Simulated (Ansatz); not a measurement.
**HfN under changes of volume**

One of the cells (11.482 Å³/atom); the others are scaled copies at fixed shape and fractional positions:

```xyz
2
Lattice="0.0000 2.2560 2.2560 2.2560 0.0000 2.2560 2.2560 2.2560 0.0000" Properties=species:S:1:pos:R:3 pbc="T T T"
Hf    0.0000    0.0000    0.0000
N     2.2560    2.2560    2.2560
```

| Property | Result |
| --- | --- |
| Program | Ansatz 0.2.0 |
| Functional | PBEsol |
| Potentials or basis | all-electron LAPW, scalar-relativistic |
| Cutoff | 371 eV (chosen from the basis error) |
| Basis error allowed | 0.0005 eV/atom |
| k mesh | 10 × 10 × 10 |
| Occupations | fermi-dirac, width 0.05 eV |
| Spin | no spin polarisation |

```csv
volume (Å³/atom),energy over the lowest point (meV/atom),pressure (GPa)
10.793,31.53,17.6
11.023,11.56,10.4
11.252,1.38,3.9
11.482,0.00,-1.9
11.712,6.53,-7.1
11.941,?,?
12.171,40.23,-16.0
```

Q: What does the run at 11.941 Å³/atom give?

A: Energy over the lowest point 20.18 meV/atom; pressure -11.8 GPa.

Worked out: A Birch-Murnaghan fit of order 3 (a polynomial in V^(-2/3)) to the other rows has its minimum at 11.41 Å³/atom with B0 = V·E''(V) = 284 GPa and B' = 4.2. It gives 20.14 meV/atom at 11.941 Å³/atom, against the run's 20.18, and -dE/dV = -11.8 GPa, against -11.8.

Energies are extrapolated to zero smearing.

The runs don't all hold the same shells in valence.
